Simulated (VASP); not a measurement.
# GaAs (F-43m) in VASP: a series of runs

One crystal, GaAs, is run at these levels: PBE; tasks: single point, relaxation of cell and atoms.

Program: VASP 6.6.1. These are calculated values, not measurements. Logs are shortened: lines on timing, memory, paths and dates and some standing lists are left out, and cuts for length are marked.

**Measured values to compare with.**

“Evidence of valence band perturbations in GaAsN/GaAs(001): A combined variable-angle spectroscopic ellipsometry and modulated photoreflectance investigation”, 2008, arxiv:0805.2212 reports, for a bulk crystal of GaAs at 300 K: band gap 1.412 ± 0.01 eV (direct); band gap 1.418 ± 0.005 eV (direct).

How close the calculation comes is told below.

**1. Starting point**

Symmetry: F-43m, No. 216, cubic system. The conventional cell has a = 5.745 Å, b = 5.745 Å, c = 5.745 Å, α = 90.00°, β = 90.00°, γ = 90.00°. Ga (site symmetry -43m) has 4 As at 2.49 Å as nearest neighbours. As (site symmetry -43m) has 4 Ga at 2.49 Å as nearest neighbours.

The cell is a database's computed one.

**2. Single point, PBE**

Contents of INCAR:

```
ALGO = Normal
EDIFF = 1E-7
ENCUT = 520
GGA = PE
ISIF = 2
ISMEAR = 0
LASPH = T
LCHARG = T
LELF = T
LREAL = F
LVHAR = T
LWAVE = F
NBANDS = 16
NELM = 100
PREC = Accurate
SIGMA = 0.01
```

Contents of KPOINTS:

```
k-points
0
Gamma
  10 10 10
```

Contents of POSCAR:

```
GaAs
1.0
    0.0000000000      2.8725648360      2.8725648360
    2.8725648360      0.0000000000      2.8725648360
    2.8725648360      2.8725648360      0.0000000000
Ga As
1 1
Direct
    0.0000000000      0.0000000000      0.0000000000
    0.7500000000      0.7500000000      0.7500000000
```

Potentials or basis: VASP PAW PBE potentials, release 64 (Ga_d, As).

Run with:

```bash
$ cat potpaw_PBE.64/Ga_d/POTCAR potpaw_PBE.64/As/POTCAR > POTCAR
$ mpirun -np 1 vasp_std > vasp.out
```

OUTCAR:

```text
EDIFF = 1E-7
   ENCUT = 520
   GGA = PE
   ISIF = 2
   ISMEAR = 0
   LASPH = T
   LREAL = F
   NELM = 100
   PREC = Accurate

 ion  position               nearest neighbor table
   1  0.000  0.000  0.000-   2 2.49   2 2.49   2 2.49   2 2.49
   2  0.750  0.750  0.750-   1 2.49   1 2.49   1 2.49   1 2.49

  LATTYP: Found a face centered cubic cell.
 ALAT       =     5.7451296720

  Lattice vectors:

 A1 = (   0.0000000000,   2.8725648360,   2.8725648360)
 A2 = (   2.8725648360,   0.0000000000,   2.8725648360)
 A3 = (   2.8725648360,   2.8725648360,   0.0000000000)

Analysis of symmetry for initial positions (statically):
=====================================================================
 Subroutine PRICEL returns:
 Original cell was already a primitive cell.

 Routine SETGRP: Setting up the symmetry group for a
 face centered cubic supercell.

 Subroutine GETGRP returns: Found 24 space group operations
 (whereof 24 operations were pure point group operations)
 out of a pool of 48 trial point group operations.

The static configuration has the point symmetry T_d .

Analysis of symmetry for dynamics (positions and initial velocities):
=====================================================================
 Subroutine PRICEL returns:
 Original cell was already a primitive cell.

 Routine SETGRP: Setting up the symmetry group for a
 face centered cubic supercell.

 Subroutine GETGRP returns: Found 24 space group operations
 (whereof 24 operations were pure point group operations)
 out of a pool of 48 trial point group operations.

The dynamic configuration has the point symmetry T_d .

 Subroutine INISYM returns: Found 24 space group operations
 (whereof 24 operations are pure point group operations),
 and found     1 'primitive' translations

----------------------------------------------------------------------------------------

                                     Primitive cell

  volume of cell :      47.4067

  direct lattice vectors                    reciprocal lattice vectors
     0.000000000  2.872564836  2.872564836    -0.174060475  0.174060475  0.174060475
     2.872564836  0.000000000  2.872564836     0.174060475 -0.174060475  0.174060475
     2.872564836  2.872564836  0.000000000     0.174060475  0.174060475 -0.174060475

  length of vectors
     4.062420150  4.062420150  4.062420150     0.301481586  0.301481586  0.301481586

  position of ions in fractional coordinates (direct lattice)
     0.000000000  0.000000000  0.000000000
     0.750000000  0.750000000  0.750000000

  ion indices of the primitive-cell ions
[... 76 lines left out ...]
   LREAL  =      F    real-space projection
   EDIFFG = 0.1E-05   stopping-criterion for IOM
   NSW    =      0    number of steps for IOM
   IBRION =     -1    ionic relax: 0-MD 1-quasi-New 2-CG
   NFREE  =      0    steps in history (QN), initial steepest desc. (CG)
   ISIF   =      2    stress and relaxation
   ISYM   =      2    0-nonsym 1-usesym 2-fastsym
   POTIM  = 0.5000    time-step for ionic-motion
   TEBEG  =    0.0;   TEEND  =   0.0 temperature during run
   PSTRESS=    0.0 pullay stress
   NELECT =      18.0000    total number of electrons
   NUPDOWN=      -1.0000    fix difference up-down
   EMIN   =  10.00;   EMAX   =-10.00  energy-range for DOS
   EFERMI =   0.00;   METHOD = LEGACY
   ISMEAR =     0;   SIGMA  =   0.01  broadening in eV -4-tet -1-fermi 0-gaus
   EFERMI_NEDOS =   21; number of points for ismear=-14 and -15
   IALGO  =     38    algorithm
   IMIX   =      4    mixing-type and parameters
     AMIX     =   0.40;   BMIX     =  1.00
     AMIX_MAG =   1.60;   BMIX_MAG =  1.00
  volume/ion in A,a.u.               =      23.70       159.96
  Fermi-wavevector in a.u.,A,eV,Ry     =   1.185457  2.240189 19.120382  1.405308
  Thomas-Fermi vector in A             =   2.321650
   LORBIT       =      0    0 simple, 1 ext, 2 COOP (PROOUT), +10 PAW based schemes
   GGA     = PE    functional components
   LHFCALC =     F    Hartree Fock is set to
   AEXX    =    0.0000 exact exchange contribution
   IVDW    =     0    specifies the selected vdW correction
   LEPSILON=     F    determine dielectric tensor
   LRPA    =     F    only Hartree local field effects (RPA)
 non-spin polarized calculation
 Gauss-broadening in eV      SIGMA  =   0.01
  energy-cutoff  :      520.00
  volume of cell :       47.41
 maximum number of plane-waves:      1298
   NGX = 15   NGY = 15   NGZ = 15

 number of electron      17.9999987 magnetization

 Free energy of the ion-electron system (eV)
  ---------------------------------------------------
  ext. energy  EPLUGINS =         0.00000000
  ---------------------------------------------------
  free energy    TOTEN  =        -8.27523435 eV

  energy without entropy =       -8.27523435  energy(sigma->0) =       -8.27523435

 E-fermi :   3.5623     XC(G=0):  -9.3732

 val. band max:        3.4908841618   @ k =   0.0000   0.0000   0.0000
 cond. band min:       3.6550152500   @ k =   0.0000   0.0000   0.0000
 fundamental gap:      0.1641310882
 Fermi energy:         3.5623357464

 k-point     1 :       0.0000    0.0000    0.0000
  band No.  band energies     occupation
      1     -11.2361      2.00000
      2     -11.2361      2.00000
      3     -11.2361      2.00000
      4     -11.1680      2.00000
      5     -11.1680      2.00000
      6      -8.8996      2.00000
[... 433 lines left out ...]
      3     -11.2044      2.00000
      4     -11.1824      2.00000
      5     -11.1598      2.00000
      6      -7.2919      2.00000
[... 8 lines left out ...]
     15      15.5564      0.00000
     16      15.9877      0.00000

 [... further k-points ...]

------------------------ aborting loop because EDIFF is reached ----------------------------------------

  FORCE on cell =-STRESS in cart. coord.  units (eV):
  Direction    XX          YY          ZZ          XY          YZ          ZX
  --------------------------------------------------------------------------------------
  -------------------------------------------------------------------------------------
  Total        0.0506628      0.0506628      0.0506628      0.0000000      0.0000000     -0.0000000
  in kB        1.7122215      1.7122215      1.7122215      0.0000000      0.0000000     -0.0000000
  external PRESSURE =       1.7122215 kB  Pullay stress =       0.0000000 kB

 VOLUME and BASIS-vectors are now :
 -----------------------------------------------------------------------------
  energy-cutoff  :      520.00
  volume of cell :       47.41
      direct lattice vectors                 reciprocal lattice vectors
     0.000000000  2.872564836  2.872564836    -0.174060475  0.174060475  0.174060475
     2.872564836  0.000000000  2.872564836     0.174060475 -0.174060475  0.174060475
     2.872564836  2.872564836  0.000000000     0.174060475  0.174060475 -0.174060475

 POSITION                                       TOTAL-FORCE (eV/Angst)
 -----------------------------------------------------------------------------------
      0.00000      0.00000      0.00000         0.000000      0.000000     -0.000000
      4.30885      4.30885      4.30885        -0.000000     -0.000000      0.000000
 -----------------------------------------------------------------------------------
    total drift:                               -0.000002     -0.000002     -0.000002

  FREE ENERGIE OF THE ION-ELECTRON SYSTEM (eV)
  ---------------------------------------------------
  free  energy   TOTEN  =        -8.2752343492 eV

  energy  without entropy=       -8.2752343492  energy(sigma->0) =       -8.27523435
```

OSZICAR:

```text
N       E                     dE             d eps       ncg     rms          rms(c)
DAV:   1     0.818144465402E+02    0.81814E+02   -0.89812E+03  1552   0.152E+03
DAV:   2    -0.201875405735E+01   -0.83833E+02   -0.79758E+02  1784   0.307E+02
DAV:   3    -0.832942902159E+01   -0.63107E+01   -0.62898E+01  1816   0.658E+01
DAV:   4    -0.842384580443E+01   -0.94417E-01   -0.94404E-01  1872   0.885E+00
DAV:   5    -0.842521226353E+01   -0.13665E-02   -0.13664E-02  1888   0.963E-01    0.276E+00
DAV:   6    -0.829064843511E+01    0.13456E+00   -0.21023E-01  2304   0.752E+00    0.165E+00
DAV:   7    -0.827382745954E+01    0.16821E-01   -0.57617E-02  1792   0.166E+00    0.554E-01
DAV:   8    -0.827471115577E+01   -0.88370E-03   -0.97000E-03  1824   0.109E+00    0.946E-02
DAV:   9    -0.827511366743E+01   -0.40251E-03   -0.92359E-04  1832   0.370E-01    0.526E-02
DAV:  10    -0.827518022618E+01   -0.66559E-04   -0.67684E-05  1992   0.763E-02    0.285E-02
DAV:  11    -0.827523360824E+01   -0.53382E-04   -0.76532E-05  1688   0.635E-02    0.368E-03
DAV:  12    -0.827523394452E+01   -0.33627E-06   -0.12013E-06  1888   0.141E-02    0.154E-03
DAV:  13    -0.827523435535E+01   -0.41084E-06   -0.55761E-07  1840   0.537E-03    0.616E-04
DAV:  14    -0.827523434922E+01    0.61314E-08   -0.10818E-08  1432   0.110E-03
   1 F= -.82752343E+01 E0= -.82752343E+01  d E =-.113794E-26
```

stdout:

```text
POSCAR found type information on POSCAR GaAs
 POSCAR found :  2 types and       2 ions
 scaLAPACK will be used
 LDA part: xc-table for (Slater+PW92), standard interpolation
 POSCAR, INCAR and KPOINTS ok, starting setup
 FFT: planning ... GRIDC
 FFT: planning ... GRID_SOFT
 FFT: planning ... GRID
 WAVECAR not read
 entering main loop
```

It took 35 s on 1 thread of Intel Xeon Platinum 8488C (Sapphire Rapids), shared host; peak memory 0.18 GiB.

Results:

| Quantity | Value |
| --- | --- |
| Free energy | -8.2752 eV |
| Pressure | 0.2 GPa |
| Band gap on the k mesh | 0.16 eV, direct |

**3. Relaxation of cell and atoms, PBE**

This run uses another cell than the first one, of 23.77 Å³/atom, 1.003 times its volume.

Contents of INCAR:

```
SYSTEM = GaAs
  ALGO = Normal
  EDIFF = 1E-7
  EDIFFG = -0.002
  ENCUT = 600
  GGA = PE
  IBRION = 2
  ISIF = 3
  ISMEAR = 0
  LASPH = .True.
  LCHARG = .False.
  LREAL = .False.
  LWAVE = .False.
  NELM = 100
  NSW = 100
  PREC = Accurate
  SIGMA = 0.01
```

Contents of KPOINTS:

```
k-points
0
Gamma
  10 10 10
  0 0 0
```

Contents of POSCAR:

```
GaAs
1.0
    0.0000000000      2.8750910500      2.8750910500
    2.8750910500      0.0000000000      2.8750910500
    2.8750910500      2.8750910500      0.0000000000
Ga As
1 1
Direct
    0.0000000000      0.0000000000      0.0000000000
    0.7500000000      0.7500000000      0.7500000000
```

Potentials or basis: VASP PAW PBE potentials, release 64 (Ga_d, As).

Run with:

```bash
$ cat potpaw_PBE.64/Ga_d/POTCAR potpaw_PBE.64/As/POTCAR > POTCAR
$ mpirun -np 1 vasp_std > vasp.out
```

OUTCAR:

```text
SYSTEM = GaAs
   EDIFF = 1E-7
   EDIFFG = -0.002
   ENCUT = 600
   GGA = PE
   IBRION = 2
   ISIF = 3
   ISMEAR = 0
   LASPH = .True.
   LREAL = .False.
   NELM = 100
   NSW = 100
   PREC = Accurate

 ion  position               nearest neighbor table
   1  0.000  0.000  0.000-   2 2.49   2 2.49   2 2.49   2 2.49
   2  0.750  0.750  0.750-   1 2.49   1 2.49   1 2.49   1 2.49

  LATTYP: Found a face centered cubic cell.
 ALAT       =     5.7501821000
[... 577 lines left out ...]

  FORCE on cell =-STRESS in cart. coord.  units (eV):
  Direction    XX          YY          ZZ          XY          YZ          ZX
  --------------------------------------------------------------------------------------
  -------------------------------------------------------------------------------------
  Total       -0.0033697     -0.0033697     -0.0033697      0.0000000      0.0000000     -0.0000000
  in kB       -0.1135825     -0.1135825     -0.1135825      0.0000000      0.0000000     -0.0000000
  external PRESSURE =      -0.1135825 kB  Pullay stress =       0.0000000 kB

 VOLUME and BASIS-vectors are now :
 -----------------------------------------------------------------------------
  energy-cutoff  :      600.00
  volume of cell :       47.53
      direct lattice vectors                 reciprocal lattice vectors
     0.000000000  2.875091050  2.875091050    -0.173907536  0.173907536  0.173907536
     2.875091050  0.000000000  2.875091050     0.173907536 -0.173907536  0.173907536
     2.875091050  2.875091050  0.000000000     0.173907536  0.173907536 -0.173907536

 POSITION                                       TOTAL-FORCE (eV/Angst)
 -----------------------------------------------------------------------------------
      0.00000      0.00000      0.00000        -0.000000     -0.000000     -0.000000
      4.31264      4.31264      4.31264         0.000000      0.000000      0.000000
 -----------------------------------------------------------------------------------
    total drift:                               -0.000002     -0.000002     -0.000002

  FREE ENERGIE OF THE ION-ELECTRON SYSTEM (eV)
  ---------------------------------------------------
  free  energy   TOTEN  =        -8.2751305387 eV

  energy  without entropy=       -8.2751305387  energy(sigma->0) =       -8.27513054

 reached required accuracy - stopping structural energy minimisation
```

CONTCAR:

```text
GaAs
   1.00000000000000
     0.0000000000000000    2.8750910500000000    2.8750910500000000
     2.8750910500000000    0.0000000000000000    2.8750910500000000
     2.8750910500000000    2.8750910500000000    0.0000000000000000
  Ga              As
     1     1
Direct
     0.0000000000000000    0.0000000000000000    0.0000000000000000
     0.7500000000000000    0.7500000000000000    0.7500000000000000

  0.00000000E+00  0.00000000E+00  0.00000000E+00
  0.00000000E+00  0.00000000E+00  0.00000000E+00
```

It took 24 s on 1 thread of Intel Xeon Platinum 8488C (Sapphire Rapids), shared host; peak memory 0.2 GiB.

What came out:

| Quantity | Value |
| --- | --- |
| Free energy | -8.2751 eV |
| Pressure after relaxing | 0.0 GPa |
| Band gap on the k mesh | 0.14 eV, direct |

Final structure:
```
Ga As
1.0
     0.00000    2.87509    2.87509
     2.87509    0.00000    2.87509
     2.87509    2.87509    0.00000
Ga As
1 1
Direct
  0.00000 0.00000 0.00000
  0.75000 0.75000 0.75000
```

Caveat: the relaxation stopped at its first step, so nothing moved. As with any semilocal functional, this PBE gap is likely too small.

**4. Single point, PBE**

Contents of INCAR:

```
SYSTEM = GaAs
  PREC = Accurate
  ENCUT = 520
  EDIFF = 1E-7
  ISMEAR = 0
  SIGMA = 0.01
  LREAL = .FALSE.
  LASPH = .TRUE.
  NELM = 100
  ALGO = Normal
  ISIF = 2
  LWAVE = .FALSE.
  LCHARG = .FALSE.
  GGA = PE
  NBANDS = 16
```

Contents of KPOINTS:

```
regular mesh
0
G
  10 10 10
  0 0 0
```

Contents of POSCAR:

```
GaAs
1.0
    0.0000000000      2.8725648360      2.8725648360
    2.8725648360      0.0000000000      2.8725648360
    2.8725648360      2.8725648360      0.0000000000
Ga As
1 1
Direct
    0.0000000000      0.0000000000      0.0000000000
    0.7500000000      0.7500000000      0.7500000000
```

Run with:

```bash
$ cat potpaw_PBE.64/Ga_d/POTCAR potpaw_PBE.64/As/POTCAR > POTCAR
$ mpirun -np 1 vasp_std > vasp.out
```

It took 36 s on 1 thread of Intel Xeon Platinum 8488C (Sapphire Rapids), shared host; peak memory 0.18 GiB.

The run converged. Its results:

| Item | Value |
| --- | --- |
| Free energy | -8.2752 eV |
| Pressure | 0.2 GPa |
| Band gap on the k mesh | 0.16 eV, direct |

Levels at points of the mesh, in eV from the valence-band top:
| k point | band 7 | band 8 | band 9 | band 10 | band 11 | band 12 |
| --- | --- | --- | --- | --- | --- | --- |
| (0.00, 0.00, 0.00) | 0.00 | 0.00 | 0.00 | 0.16 | 3.72 | 3.72 |
| (0.50, 0.00, 0.00) | -6.38 | -1.07 | -1.07 | 0.87 | 4.62 | 4.62 |
| (0.50, 0.50, 0.00) | -6.60 | -2.51 | -2.51 | 1.55 | 1.67 | 9.79 |

**5. Against experiment**

Step 2. Measured gap of GaAs: 1.412 eV (direct; 300 K; “Evidence of valence band perturbations in GaAsN/GaAs(001): A combined variable-angle spectroscopic ellipsometry and modulated photoreflectance investigation”, 2008, arxiv:0805.2212). This calculation gives 0.16 eV (-1.25 eV). So large a miss can be the level of theory's own, or it may mean another phase, state or a wrong row. 3 values of this kind are on record (1.412 to 1.51 eV); this one was drawn at random among those near their median, those with a stated uncertainty first. Spin-orbit coupling on As, Ga is left out. The value is that of PBE, without temperature or zero-point motion. Semilocal functionals fall short of measured gaps as a rule. The cell is a database's relaxed one, not the measured one, which moves gaps too.

Step 4. A measured gap of GaAs is 1.418 eV (direct; 300 K; “Evidence of valence band perturbations in GaAsN/GaAs(001): A combined variable-angle spectroscopic ellipsometry and modulated photoreflectance investigation”, 2008, arxiv:0805.2212); the calculated 0.16 eV misses it by -1.25 eV. So large a miss can be the level of theory's own, or it may mean another phase, state or a wrong row. 3 values of this kind are on record (1.412 to 1.51 eV); this one was drawn at random among those near their median, those with a stated uncertainty first. Spin-orbit coupling on As, Ga is left out. The value is that of PBE, without temperature or zero-point motion. Semilocal functionals fall short of measured gaps as a rule. The cell is a database's relaxed one, not the measured one, which moves gaps too.
